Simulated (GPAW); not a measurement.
Runs of GPAW 26.7.0 on Ca. It takes space group Fm-3m (No. 225, cubic). The conventional cell has a = 5.588 Å, b = 5.588 Å, c = 5.588 Å, α = 90.00°, β = 90.00°, γ = 90.00°. Ca (site symmetry m-3m) has 12 Ca at 3.95 Å as nearest neighbours. 

```csv
level,potentials or basis,older calculator (legacy_gpaw),gap on the mesh (eV),pressure (GPa)
optB88-vdW,"GPAW PAW data sets (gpaw-data 1.2.1), pw",yes,none,-
r2SCAN,"GPAW PAW data sets (gpaw-data 1.2.1), pw",-,none,-0.1
vdW-DF-cx,"GPAW PAW data sets (gpaw-data 1.2.1), pw",-,none,-
RPBE,"the program's PAW data sets (release 1.2.1) made for this functional, pw",-,none,0.4
SCAN,"GPAW PAW data sets (gpaw-data 1.2.1), pw",-,none,(a)
```

Alike in all rows: task single point; no spin polarisation; cell as given; k mesh 8 × 8 × 8; cutoff (eV) 600; smearing fermi-dirac 0.05 eV.

Question: Estimate the missing entries.

Answer: (a) -0.4.

Caveats: the PAW data sets were made with another functional, which shifts forces and pressure a little (some runs).

A gap of «none» marks a metal or a gap under the smearing width.

Runs at the PBE level aren't shown here.
